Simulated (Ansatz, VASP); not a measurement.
**Two plane-wave programs on SrO**

Contents of INCAR:

```
ALGO = Normal
EDIFF = 1E-6
ENCUT = 520
GGA = PE
ISIF = 2
ISMEAR = 0
LASPH = T
LCHARG = F
LREAL = F
LWAVE = F
NBANDS = 15
NELM = 80
PREC = Accurate
SIGMA = 0.05
```

Contents of KPOINTS:

```
k-points
0
Gamma
  8 8 8
```

The input POSCAR:

```
SrO
1.0
    0.0000000000      2.5698000000      2.5698000000
    2.5698000000      0.0000000000      2.5698000000
    2.5698000000      2.5698000000      0.0000000000
Sr O
1 1
Direct
    0.0000000000      0.0000000000      0.0000000000
    0.5000000000      0.5000000000      0.5000000000
```

Input for Ansatz:

```yaml
crystal:
  lattice:
    - [0.0, 2.5698, 2.5698]
    - [2.5698, 0.0, 2.5698]
    - [2.5698, 2.5698, 0.0]
  atoms:
    - { symbol: Sr, position: [0.0, 0.0, 0.0] }
    - { symbol: O, position: [0.5, 0.5, 0.5] }
basis:
  ecutwfc: 420
kpoints:
  mp_grid: { grid: [8, 8, 8] }
hamiltonian:
  xc: pbe
scf:
  occupations: { method: gaussian, width: 0.05 }
output:
  forces: true
  stress: true
  eigenvalues: true
```

Alike in both runs: task single point; functional PBE; k mesh 8 × 8 × 8; occupations gaussian, width 0.05 eV; no spin polarisation.

|  | VASP | Ansatz |
| --- | --- | --- |
| version | VASP 6.6.1 | Ansatz 0.2.0 |
| potentials or method | VASP PAW PBE potentials, release 64 (Sr_sv, O) | scalar-relativistic, plane waves, PAW |
| plane-wave cutoff (eV) | 520 | 420 |
| valence electrons in the cell | 16 | 16 |

|  | VASP | Ansatz | Ansatz less VASP |
| --- | --- | --- | --- |
| gap on the k mesh at the Fermi level (eV) | 3.26 | 3.31 | +0.049 |
| least direct gap on the mesh (eV) | 3.35 | 3.39 | +0.038 |
| pressure (GPa) | 3.5 | 2.9 | -0.59 |

The functional is the same, so the differences come from potentials, cutoffs and numerics.

A k mesh can miss the band edges. As with any semilocal functional, this PBE gap is likely too small.
